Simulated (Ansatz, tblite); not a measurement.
LiH: GFN2-xTB, run from Python

These are simulated results from tblite 0.8.0, not measurements. The cell was built from a prototype and was relaxed with r2SCAN in plane waves (Ansatz 0.2.0). Not every such cell is a known phase. All runs are without spin polarisation.

It is hexagonal, P6_3/mmc (No. 194); conventional cell a = 3.256 Å, c = 4.068 Å, 9.34 Å³ an atom. Li is surrounded by 5 H at 1.88–2.03 Å; H is surrounded by 5 Li at 1.88–2.03 Å.

tblite solves periodic systems at the zone centre alone, so the script builds a cluster of 3×3×2 conventional cells (72 atoms), which folds in a coarse mesh of k points.

run.py reads:

```python
import json
from ase import Atoms
from ase.build import make_supercell
from ase.units import Bohr, GPa, Hartree
from tblite.interface import Calculator

atoms = Atoms(['Li', 'Li', 'H', 'H'],
              cell=[[3.25583, -0.0, 0.0], [-1.627915, 2.819631, -0.0], [0.0, 0.0, 4.068442]],
              scaled_positions=[[0.333333, 0.666667, -0.062509], [0.666667, 0.333333, 0.437491], [0.333333, 0.666667, 0.437509], [0.666667, 0.333333, 0.937509]],
              pbc=True)
cluster = make_supercell(atoms, [[3, 0, 0], [0, 3, 0], [0, 0, 2]])
calc = Calculator('GFN2-xTB', cluster.numbers, cluster.positions / Bohr, lattice=cluster.cell[:] / Bohr, periodic=cluster.pbc)
calc.set('temperature', 0.02 / Hartree)
calc.set('max-iter', 150)
res = calc.singlepoint()
levels = res.get('orbital-energies') * Hartree
nv = round(res.get('orbital-occupations').sum() / 2)
cells = len(cluster) // len(atoms)
out = {'energy_per_cell': res.get('energy') * Hartree / cells, 'homo': levels[nv - 1], 'lumo': levels[nv],
       'stress': (-res.get('virial') * Hartree / cluster.get_volume() / GPa).tolist(), 'charges': res.get('charges')[:len(atoms)].tolist(), 'electrons': 2 * nv / cells}
json.dump(out, open('results.json', 'w'))
for key, value in out.items():
    print(key, value)
```

Command: `python run.py`. It took 9.5 s on 1 thread of Arm Neoverse V1, with other jobs on the host, peak memory 0.097 GiB.

What it printed:

```
------------------------------------------------------------
  cycle        total energy    energy error   density error
------------------------------------------------------------
      1     -27.49046187656  -2.7692857E+01   2.0696810E-01
      2     -28.20293161046  -7.1246973E-01   6.8387470E-02
      3     -28.32099397433  -1.1806236E-01   8.6156448E-03
      4     -28.32107946311  -8.5488781E-05   4.1855029E-03
      5     -28.32110458438  -2.5121274E-05   1.0954569E-03
      6     -28.32110868570  -4.1013196E-06   5.6772662E-04
      7     -28.32110672047   1.9652344E-06   5.2438601E-04
      8     -28.32110676354  -4.3075264E-08   4.2072704E-04
      9     -28.32110704357  -2.8002490E-07   1.2789330E-04
     10     -28.32110712200  -7.8430720E-08   5.6452341E-06
------------------------------------------------------------

 total:                                   8.847 sec
energy_per_cell -42.81425436300911
homo -12.331137611445564
lumo -6.309816589198525
stress [[0.6525618325102635, -0.0016155206173804242, -8.887565007079886e-06], [-0.0016155206173802488, 0.6506902210662004, 5.131239863507398e-06], [-8.887565007109861e-06, 5.131239863435517e-06, 10.818984124656371]]
charges [0.2711162066353191, 0.2711162058919526, -0.2711090932062241, -0.2711028196008223]
electrons 4.0
```

The cycle table is in hartree for the whole cluster, and the lines after it are in eV (the energy for one cell). The printed stress is in GPa and positive in compression, and the pressure is its mean diagonal.

GFN2-xTB gives a gap of 6.02 eV. On the same cell, plane-wave PBE (Ansatz, 12×12×6 k points and the special points) gives a gap of 1.84 eV and r2SCAN a gap of 2.34 eV; on shared hosts these took about 1.9 and 4.7 core-seconds on the 4-atom cell, against 9.5 for the script. Semilocal gaps usually lie below measured ones. xTB was fitted to molecules, so gaps, charges and pressures of solids can be far off, and the gap also depends on the size of the cluster.

The same script was run on cells scaled at fixed shape and fractional coordinates:

```tsv
volume (Å³/atom)	energy (meV/atom)	pressure (GPa, positive in compression)	gap (eV)
8.22	44.3	9.29	6.17
8.78	17.6	6.16	6.10
9.34	0.0	4.04	6.02
9.90	-11.5	2.62	5.94
10.46	-18.8	1.66	5.85
```

The minimum lies beyond the largest of these volumes.

xTB was fitted mostly to molecules, and a small cluster samples few k points, so gaps, pressures and kinks along a curve can be far from a solid's.
